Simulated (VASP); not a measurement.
# MoSe2 in VASP: a series of runs

Runs on MoSe2. Level: PBE. Tasks: single point.

Program: VASP 6.6.1. These are calculated values, not measurements. Logs are shortened: lines on timing, memory, paths and dates and some standing lists are left out, and cuts for length are marked.

## 1. The slab as given

The cell holds a slab with vacuum, 12 atoms: a = 3.288 Å, b = 3.288 Å, c = 40.575 Å, α = 90.00°, β = 90.00°, γ = 120.00°.

## 2. Single point, PBE

Input file INCAR:

```
SYSTEM = MoSe2
ALGO = Normal ; DIPOL = 0.5 0.5 0.500
EDIFF = 1E-7 ; ENCUT = 400
GGA = PE ; IDIPOL = 3
ISIF = 2 ; ISMEAR = 0
LASPH = .True. ; LCHARG = .False.
LDIPOL = .True. ; LREAL = .False.
LVACPOTAV = .True. ; LVHAR = .True.
LWAVE = .False. ; NBANDS = 72
NELM = 120 ; PREC = Accurate
SIGMA = 0.05
```

Input file KPOINTS:

```
k-points
0
Gamma
  6 6 1
  0 0 0
```

Input file POSCAR:

```
MoSe2
1.0
    3.2879993385      0.0000000000      0.0000000000
   -1.6439996692      2.8474909548      0.0000000000
    0.0000000000      0.0000000000     40.5750000000
Se Mo
8 4
Direct
    0.3333333333      0.6666666666      0.2218114603
    0.3333333333      0.6666666666      0.3012939002
    0.6666666667      0.3333333334      0.3807763401
    0.6666666667      0.3333333334      0.4602587800
    0.3333333333      0.6666666666      0.5397412200
    0.3333333333      0.6666666666      0.6192236599
    0.6666666667      0.3333333334      0.6987060998
    0.6666666667      0.3333333334      0.7781885397
    0.6666666667      0.3333333334      0.2615526802
    0.3333333333      0.6666666666      0.4205175601
    0.6666666667      0.3333333334      0.5794824399
    0.3333333333      0.6666666666      0.7384473198
```

Potentials or basis: VASP PAW PBE potentials, release 64 (Se, Mo_sv).

Launch:

```bash
$ cat potpaw_PBE.64/Se/POTCAR potpaw_PBE.64/Mo_sv/POTCAR > POTCAR
$ mpirun -np 1 vasp_std > vasp.out
```

OUTCAR:

```text
SYSTEM = MoSe2
   EDIFF = 1E-7
   ENCUT = 400
   GGA = PE
   ISIF = 2
   ISMEAR = 0
   LASPH = .True.
   LREAL = .False.
   NELM = 120
   PREC = Accurate

 Found      7 irreducible k-points:

 Following reciprocal coordinates:
            Coordinates               Weight
  0.000000  0.000000  0.000000      1.000000
  0.166667  0.000000  0.000000      6.000000
  0.333333  0.000000  0.000000      6.000000
  0.500000  0.000000  0.000000      3.000000
  0.166667  0.166667  0.000000      6.000000
  0.333333  0.166667  0.000000     12.000000
   k-points           NKPTS =      7   k-points in BZ     NKDIM =      7   number of bands    NBANDS=     72
   number of dos      NEDOS =    301   number of ions     NIONS =     12
   total plane-waves  NPLWV = 155520
   dimension x,y,z NGX =    24 NGY =   24 NGZ =  270
   dimension x,y,z NGXF=    48 NGYF=   48 NGZF=  540
   ions per type =               8   4
   NGX,Y,Z   is equivalent  to a cutoff of  12.13, 12.13, 11.06 a.u.
   NGXF,Y,Z  is equivalent  to a cutoff of  24.27, 24.27, 22.13 a.u.
 SYSTEM =  MoSe2
   PREC   = accura    normal or accurate (medium, high low for compatibility)
   ISTART =      0    job   : 0-new  1-cont  2-samecut
   ICHARG =      2    charge: 1-file 2-atom 10-const
   ISPIN  =      1    spin polarized calculation?
   LNONCOLLINEAR =      F non collinear calculations
   LSORBIT =      F    spin-orbit coupling
   LASPH  =      T    aspherical Exc in radial PAW
   ENCUT  =  400.0 eV  29.40 Ry    5.42 a.u.   5.36  5.36 66.17*2*pi/ulx,y,z
   NELM   =    120;   NELMIN=  2; NELMDL= -5     # of ELM steps
   EDIFF  = 0.1E-06   stopping-criterion for ELM
   LREAL  =      F    real-space projection
   EDIFFG = 0.1E-05   stopping-criterion for IOM
   NSW    =      0    number of steps for IOM
   IBRION =     -1    ionic relax: 0-MD 1-quasi-New 2-CG
   NFREE  =      0    steps in history (QN), initial steepest desc. (CG)
   ISIF   =      2    stress and relaxation
   ISYM   =      2    0-nonsym 1-usesym 2-fastsym
   POTIM  = 0.5000    time-step for ionic-motion
   TEBEG  =    0.0;   TEEND  =   0.0 temperature during run
   PSTRESS=    0.0 pullay stress
   NELECT =     104.0000    total number of electrons
   NUPDOWN=      -1.0000    fix difference up-down
   EMIN   =  10.00;   EMAX   =-10.00  energy-range for DOS
   EFERMI =   0.00;   METHOD = LEGACY
   ISMEAR =     0;   SIGMA  =   0.05  broadening in eV -4-tet -1-fermi 0-gaus
   EFERMI_NEDOS =   21; number of points for ismear=-14 and -15
   IALGO  =     38    algorithm
   IMIX   =      4    mixing-type and parameters
     AMIX     =   0.40;   BMIX     =  1.00
     AMIX_MAG =   1.60;   BMIX_MAG =  1.00
  volume/ion in A,a.u.               =      31.66       213.63
  Fermi-wavevector in a.u.,A,eV,Ry     =   1.063004  2.008787 15.374290  1.129978
  Thomas-Fermi vector in A             =   2.198475
   LORBIT       =      0    0 simple, 1 ext, 2 COOP (PROOUT), +10 PAW based schemes
   GGA     = PE    functional components
   LHFCALC =     F    Hartree Fock is set to
   AEXX    =    0.0000 exact exchange contribution
   IVDW    =     0    specifies the selected vdW correction
   LEPSILON=     F    determine dielectric tensor
   LRPA    =     F    only Hartree local field effects (RPA)
 non-spin polarized calculation
 Gauss-broadening in eV      SIGMA  =   0.05
  energy-cutoff  :      400.00
  volume of cell :      379.89
 maximum number of plane-waves:      6997
 NGX is ok and might be reduce to    24
   NGX = 11   NGY = 11   NGZ =133

 dipolmoment           0.000000      0.000000     -0.000000 electrons x Angstroem

 number of electron     104.0000016 magnetization

 dipolmoment           0.000000      0.000000      0.000000 electrons x Angstroem

 Free energy of the ion-electron system (eV)
  ---------------------------------------------------
  ext. energy  EPLUGINS =         0.00000000
  ---------------------------------------------------
  free energy    TOTEN  =       -79.47289569 eV

  energy without entropy =      -79.47289569  energy(sigma->0) =      -79.47289569

 E-fermi :   2.7786     XC(G=0):  -7.0242

 val. band max:        2.3791269309   @ k =   0.0000   0.0000   0.0000
 cond. band min:       3.3017693474   @ k =   0.3333   0.3333   0.0000
 fundamental gap:      0.9226424165
 Fermi energy:         2.7785623533

 k-point     1 :       0.0000    0.0000    0.0000
  band No.  band energies     occupation
      1     -58.8675      2.00000
      2     -58.8675      2.00000
      3     -58.8655      2.00000
      4     -58.8655      2.00000
      5     -33.0529      2.00000
      6     -33.0527      2.00000
[... 56 lines left out ...]
     63       5.1930      0.00000
     64       5.1930      0.00000

 k-point     2 :       0.1667    0.0000    0.0000
  band No.  band energies     occupation
      1     -58.8611      2.00000
      2     -58.8611      2.00000
      3     -58.8592      2.00000
      4     -58.8592      2.00000
      5     -33.0377      2.00000
      6     -33.0375      2.00000
[... 257 lines left out ...]
     63       4.6833      0.00000
     64       4.7560      0.00000

 k-point     6 :       0.3333    0.1667    0.0000
  band No.  band energies     occupation
      1     -58.8420      2.00000
      2     -58.8420      2.00000
      3     -58.8401      2.00000
      4     -58.8401      2.00000
      5     -33.1191      2.00000
      6     -33.1191      2.00000
[... 56 lines left out ...]
     63       5.1885      0.00000
     64       5.3495      0.00000

 [... further k-points ...]

 [bands above 64 left out]

------------------------ aborting loop because EDIFF is reached ----------------------------------------

  FORCE on cell =-STRESS in cart. coord.  units (eV):
  Direction    XX          YY          ZZ          XY          YZ          ZX
  --------------------------------------------------------------------------------------
  -------------------------------------------------------------------------------------
  Total        9.1927615      9.1927615     17.1542112      0.0000000      0.0000000     -0.0000000
  in kB       38.7707295     38.7707295     72.3483667      0.0000000      0.0000000     -0.0000000
  external PRESSURE =      49.9632752 kB  Pullay stress =       0.0000000 kB

 VOLUME and BASIS-vectors are now :
 -----------------------------------------------------------------------------
  energy-cutoff  :      400.00
  volume of cell :      379.89
      direct lattice vectors                 reciprocal lattice vectors
     3.287999339  0.000000000  0.000000000     0.304136314  0.175593183  0.000000000
    -1.643999669  2.847490955  0.000000000     0.000000000  0.351186366  0.000000000
     0.000000000  0.000000000 40.575000000     0.000000000  0.000000000  0.024645718

 POSITION                                       TOTAL-FORCE (eV/Angst)
 -----------------------------------------------------------------------------------
      0.00000      1.89833      9.00000         0.000000      0.000000     -1.243809
      0.00000      1.89833     12.22500        -0.000000      0.000000      1.156598
      1.64400      0.94916     15.45000        -0.000000     -0.000000     -1.154392
      1.64400      0.94916     18.67500        -0.000000      0.000000      1.153660
      0.00000      1.89833     21.90000         0.000000     -0.000000     -1.153660
      0.00000      1.89833     25.12500         0.000000      0.000000      1.154392
      1.64400      0.94916     28.35000         0.000000     -0.000000     -1.156598
      1.64400      0.94916     31.57500        -0.000000     -0.000000      1.243809
      1.64400      0.94916     10.61250        -0.000000      0.000000     -0.040014
      0.00000      1.89833     17.06250         0.000000      0.000000     -0.000615
      1.64400      0.94916     23.51250        -0.000000     -0.000000      0.000615
      0.00000      1.89833     29.96250         0.000000      0.000000      0.040014
 -----------------------------------------------------------------------------------
    total drift:                               -0.000000      0.000000     -0.000000

  FREE ENERGIE OF THE ION-ELECTRON SYSTEM (eV)
  ---------------------------------------------------
  free  energy   TOTEN  =       -79.4728956925 eV

  energy  without entropy=      -79.4728956925  energy(sigma->0) =      -79.47289569

 vacuum level on the upper side and lower side of the slab         7.276         7.276
```

OSZICAR:

```text
N       E                     dE             d eps       ncg     rms          rms(c)
DAV:   1     0.754953291560E+03    0.75495E+03   -0.49476E+04  1224   0.104E+03
DAV:   2    -0.315476860661E+02   -0.78650E+03   -0.75391E+03  1240   0.289E+02
DAV:   3    -0.818036465220E+02   -0.50256E+02   -0.48990E+02  1208   0.644E+01
[... 21 lines left out ...]
DAV:  25    -0.794728944533E+02   -0.12371E-05   -0.19084E-08   776   0.276E-04    0.142E-04
DAV:  26    -0.794728953164E+02   -0.86304E-06   -0.12597E-08   728   0.202E-04    0.728E-05
DAV:  27    -0.794728955494E+02   -0.23309E-06   -0.26617E-09   680   0.112E-04    0.315E-05
DAV:  28    -0.794728956768E+02   -0.12734E-06   -0.25308E-09   688   0.838E-05    0.149E-05
DAV:  29    -0.794728956925E+02   -0.15709E-07    0.11358E-10   608   0.362E-05
   1 F= -.79472896E+02 E0= -.79472896E+02  d E =-.150540E-30
```

stdout:

```text
POSCAR found type information on POSCAR SeMo
 POSCAR found :  2 types and      12 ions
 scaLAPACK will be used
 LDA part: xc-table for (Slater+PW92), standard interpolation
 POSCAR, INCAR and KPOINTS ok, starting setup
 FFT: planning ... GRIDC
 FFT: planning ... GRID_SOFT
 FFT: planning ... GRID
 WAVECAR not read
 entering main loop
 -----------------------------------------------------------------------------
|                                                                             |
|           W    W    AA    RRRRR   N    N  II  N    N   GGGG   !!!           |
|           W    W   A  A   R    R  NN   N  II  NN   N  G    G  !!!           |
|           W    W  A    A  R    R  N N  N  II  N N  N  G       !!!           |
|           W WW W  AAAAAA  RRRRR   N  N N  II  N  N N  G  GGG   !            |
|           WW  WW  A    A  R   R   N   NN  II  N   NN  G    G                |
|           W    W  A    A  R    R  N    N  II  N    N   GGGG   !!!           |
|                                                                             |
|     Did not find any points to average over, which means that no vacuum     |
|     field-free region was found. Please increase the size of  your cell     |
|     in the dimension of the dipole correction to obtain accurate            |
|     workfunction values.                                                    |
|                                                                             |
 -----------------------------------------------------------------------------
```

Wall time 3.6 min (1 thread of AMD EPYC 9R14 (Zen 4), shared host); peak memory 0.37 GiB.

These settings aren't checked as converged: the numbers below hold their error.

What came out:

* Free energy: -79.4729 eV
* Largest force: 1.244 eV/Å
* Band gap on the k mesh: 0.92 eV, indirect (least direct gap 1.39 eV)
* Ionisation potential of the upper face: 4.90 eV

Caveat: the cell's inner coordinates are idealised or old, which leaves forces on the atoms.

(Continued in part 2 of 2.)
